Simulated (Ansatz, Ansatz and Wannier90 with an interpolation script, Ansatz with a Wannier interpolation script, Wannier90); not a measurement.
Planning a run of Ansatz 0.2.0 on BN (Qingsongite). The input:

```yaml
crystal:
  lattice:
    - [-1.2780955083, -0.7379087874, 2.0871212247]
    - [1.2780955083, -0.7379087874, 2.0871212247]
    - [0.0, 1.4758175699, 2.0871212265]
  atoms:
    - { symbol: B, position: [0.0, 0.0, 0.0] }
    - { symbol: "N", position: [0.75, 0.75, 0.75] }
kpoints:
  mp_grid: { grid: [8, 8, 8] }
hamiltonian:
  xc: lda
scf:
  occupations: { method: fixed }
gw:
  n_empty_bands: 49
  ecut_chi: 150.0
  qp_bands: [v4, c1]
  screening: { model: contour_deformation }
```

```sh
ansatz run input.yaml --threads 8 --pin off --max-ram 18432MiB --backend cpu --events-out ev --progress --plain --runs-dir out
```

Question: Estimate wall time and host memory on 8 threads of Arm Neoverse V1, shared host.

It took 16 s; on shared hardware allow 7.9 s to 31 s. Peak host memory was 0.30 GiB. The sizes that set the cost: 259 plane waves a state, 29 irreducible k points, 53 bands summed, 59 plane waves in the screening and 6 SCF cycles.

The screening grows as filled bands × empty bands × pairs of k points, times the square of the screening basis for the matrix.

[Paths, hosts, dates, memory and timing lines, banners, echoed tables and standing remarks are left out of the program output.]

[Logs are printed without paths, hosts, clocks, repeated set-up lines and the standing remarks that a program may print on its own settings, such as how far it seeks lower states.]

[Runs of the session that timed out or met a known fault of the program may be left out.]

[Hosts, paths, dates, database ids (printed as entryN), source tags and the programs' standing remarks are cut or masked in the printed files.]
